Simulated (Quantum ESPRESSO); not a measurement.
Runs of Quantum ESPRESSO 7.5 on Sb. Symmetry: Fm-3m, No. 225, cubic system. Conventional cell: a = 4.742 Å, b = 4.742 Å, c = 4.742 Å, α = 90.00°, β = 90.00°, γ = 90.00°. Sb (site symmetry m-3m) is surrounded by 12 Sb at 3.35 Å. This isn't the form of Sb at room conditions, which is rhombohedral.

| task | level | potentials or basis | cell | k mesh | cutoff (eV) | form of the LDA correlation | SCF threshold | symmetry | gap on the mesh (eV) | pressure (GPa) | V0 of scaled cells (Å³/atom) | B0 (GPa) |
| --- | --- | --- | --- | --- | --- | --- | --- | --- | --- | --- | --- | --- |
| band structure | LDA | GBRV 1.5 LDA | as given | 10 × 10 × 10 | 612 | PZ81 | 2e-10 Ry | - | none | (a) | - | - |
| equation of state | PBEsol | GBRV 1.5 PBEsol | as given | 10 × 10 × 10 | 612 | - | 2e-10 Ry | - | - | - | 26.21 | 64 |
| single point | PBEsol | GBRV 1.5 PBEsol | as given | 10 × 10 × 10 | 612 | - | 2e-10 Ry | - | none | -1.3 | - | - |
| band structure | PBEsol | GBRV 1.5 PBEsol | as given | 10 × 10 × 10 | 612 | - | 2e-10 Ry | - | none | -1.3 | - | - |
| equation of state | r2SCAN | SG15 PBE 1.2 | as given | 8 × 8 × 8 | 952 | - | 1e-08 Ry | off | - | - | (b) | 66 |
| single point | PBEsol | GBRV 1.5 PBEsol | cell strained at random at fixed volume | 10 × 10 × 10 | 612 | - | 2e-10 Ry | - | none | -1.4 | - | - |
| equation of state | LDA | GBRV 1.5 LDA | as given | 10 × 10 × 10 | 612 | PZ81 | 2e-10 Ry | - | - | - | 25.76 | 66 |

Alike in all rows: no spin polarisation; smearing fermi-dirac 0.05 eV.

Question: Fill in the values left out.

Answer: (a) -2.4; (b) 26.89.

Caveats: spin-orbit coupling is left out, which moves the levels of the heavy elements (some runs); the potentials were made for another functional, which shifts forces and pressure (some runs).

A k mesh can miss the band edges, and the runs leave out spin-orbit coupling on Sb.

A gap of «none» marks a metal or a gap under the smearing width.
